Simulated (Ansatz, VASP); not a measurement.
# SiC (Moissanite): VASP beside Ansatz

File INCAR:

```
PREC     = Accurate       # precision mode
ENCUT    = 520            # plane-wave cutoff, eV
EDIFF    = 1E-7           # SCF threshold, eV
ISMEAR   = 0              # smearing method
SIGMA    = 0.01           # smearing width, eV
LREAL    = False          # projectors in reciprocal space
LASPH    = True           # aspherical terms in the spheres
NELM     = 100            # most SCF steps
ALGO     = Normal         # electronic algorithm
ISIF     = 2              # what is computed and relaxed
LWAVE    = False          # write WAVECAR
LCHARG   = False          # write CHGCAR
GGA      = RE             # functional
NBANDS   = 16             # bands
```

KPOINTS

```
Automatic mesh
0
Gamma
  6 6 4
```

POSCAR

```
SiC
1.0
    3.0760000000      0.0000000000      0.0000000000
   -1.5380000000      2.6638941400      0.0000000000
    0.0000000000      0.0000000000      5.0480000000
Si C
2 2
Direct
    0.3333333333      0.6666666667      0.0000000000
    0.6666666667      0.3333333333      0.5000000000
    0.3333333333      0.6666666667      0.3850000000
    0.6666666667      0.3333333333      0.8850000000
```

Input for Ansatz:

```yaml
crystal:
  lattice:
    - [3.076, 0.0, 0.0]
    - [-1.538, 2.66389414, 0.0]
    - [0.0, 0.0, 5.048]
  atoms:
    - { symbol: Si, position: [0.33333333333333326, 0.6666666666666666, 0.0] }
    - { symbol: Si, position: [0.6666666666666666, 0.3333333333333333, 0.5] }
    - { symbol: C, position: [0.33333333333333326, 0.6666666666666666, 0.385] }
    - { symbol: C, position: [0.6666666666666666, 0.3333333333333333, 0.885] }
basis:
  ecutwfc: 450.0
kpoints:
  mp_grid:
    grid: [6, 6, 4]
hamiltonian:
  xc: revpbe
  pseudopotentials:
    kind: paw
scf:
  occupations:
    method: fixed
output:
  eigenvalues: true
```

Alike in both runs: task single point; functional revPBE; k mesh 6 × 6 × 4; no spin polarisation.

|  | VASP | Ansatz |
| --- | --- | --- |
| version | VASP 6.6.1 | Ansatz 0.2.0 |
| potentials or method | VASP PAW PBE potentials, release 64 (Si, C) | plane waves, PAW |
| plane-wave cutoff (eV) | 520 | 450 |
| occupations | gaussian, width 0.01 eV | fixed |
| valence electrons in the cell | 16 | 16 |

```tsv
	VASP	Ansatz	Ansatz less VASP
gap on the k mesh at the Fermi level (eV)	2.35	2.35	+0.005
```

 A k mesh can miss the band edges. revPBE gaps usually lie below the measured ones, often by a third to a half.
